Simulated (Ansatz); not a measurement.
**Zone-centre phonons of InP at -3 GPa: input and output**

The calculation used DFT PBE, scalar-relativistic, plane waves, PAW in Ansatz.

Launched with:
```bash
ansatz run input.yaml --threads 1 --pin off --max-ram 3072MiB --backend cpu --events-out ev --progress --plain --runs-dir out
```

Input (bare energies are in eV):
```yaml
crystal:
  lattice:
    - [0.0, 3.0377985671, 3.0377985671]
    - [3.0377985671, 0.0, 3.0377985671]
    - [3.0377985671, 3.0377985671, 0.0]
  atoms:
    - { symbol: In, position: [0.0, 0.0, 0.0] }
    - { symbol: P, position: [0.75, 0.75, 0.75] }
basis:
  ecutwfc: 420
kpoints:
  mp_grid: { grid: [10, 10, 10] }
hamiltonian:
  xc: pbe
scf:
  occupations: { method: gaussian, width: 0.01 }
output:
  eigenvalues: true
phonons:
  method: dfpt
  eigenvectors: true
```

Results section of the output:
```
--- Phonons (Γ-DFPT): 2 representative perturbations + reference, on 102 of 1000 k-points (Σ response iterations 6) ---
  k mesh reduced under 8 symmetry operations, with k and −k counted as one. Each operation leaves every solved displacement unchanged or reverses it
  ASR residual: 2.356e-5 → 0.000e0 eV/Å²; symmetrization residual: 2.782e-6 eV/Å²
  ASR residual per site (eV/Å²): 1.62e-5 2.36e-5
  Γ frequencies (cm⁻¹): 0.00 0.00 0.00 262.90 262.90 262.90
  non-analytic LO–TO correction: not included (Born effective charges unavailable; polar crystals: no LO–TO splitting at Γ)
```

The run took 24 s on 1 thread of Arm Neoverse V1, on a shared host, peak memory 0.54 GiB.